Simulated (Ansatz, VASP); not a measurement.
# One calculation of ZnSe (Stilleite), two programs

INCAR

```
SYSTEM = ZnSe
  PREC = Accurate
  ENCUT = 520
  EDIFF = 1E-6
  ISMEAR = 0
  SIGMA = 0.01
  LREAL = .FALSE.
  LASPH = .TRUE.
  NELM = 80
  ALGO = Normal
  ISIF = 2
  LWAVE = .FALSE.
  LCHARG = .TRUE.
  GGA = PE
  LELF = .TRUE.
  LVHAR = .TRUE.
  NBANDS = 16
```

The input KPOINTS:

```
regular mesh
0
G
  6 6 6
  0 0 0
```

The input POSCAR:

```
ZnSe
1.0
    0.0000000000      2.8572208968      2.8572208968
    2.8572208968      0.0000000000      2.8572208968
    2.8572208968      2.8572208968      0.0000000000
Zn Se
1 1
Direct
    0.0000000000      0.0000000000      0.0000000000
    0.2500000000      0.2500000000      0.2500000000
```

Input for Ansatz:

```yaml
crystal:
  lattice:
    - [0.0, 2.857220896816532, 2.857220896816532]
    - [2.857220896816532, 0.0, 2.857220896816532]
    - [2.857220896816532, 2.857220896816532, 0.0]
  atoms:
    - { symbol: Zn, position: [0.0, 0.0, 0.0] }
    - { symbol: Se, position: [0.25, 0.25, 0.25] }
basis:
  ecutwfc: 500.0
kpoints:
  mp_grid:
    grid: [6, 6, 6]
hamiltonian:
  xc: pbe
scf:
  occupations:
    method: fixed
output:
  stress: true
```

Alike in both runs: task single point; functional PBE; k mesh 6 × 6 × 6; no spin polarisation.

|  | VASP | Ansatz |
| --- | --- | --- |
| version | VASP 6.6.1 | Ansatz 0.2.0 |
| potentials or method | VASP PAW PBE potentials, release 64 (Zn, Se) | plane waves, PAW |
| plane-wave cutoff (eV) | 520 | 500 |
| occupations | gaussian, width 0.01 eV | fixed |
| valence electrons in the cell | 18 | 28 |

Ansatz gave:

- pressure (GPa): 0.6

Question: What did VASP give for the same quantities?

Answer: Pressure (GPa): 0.8.

The two sets of potentials don't hold the same shells in valence.
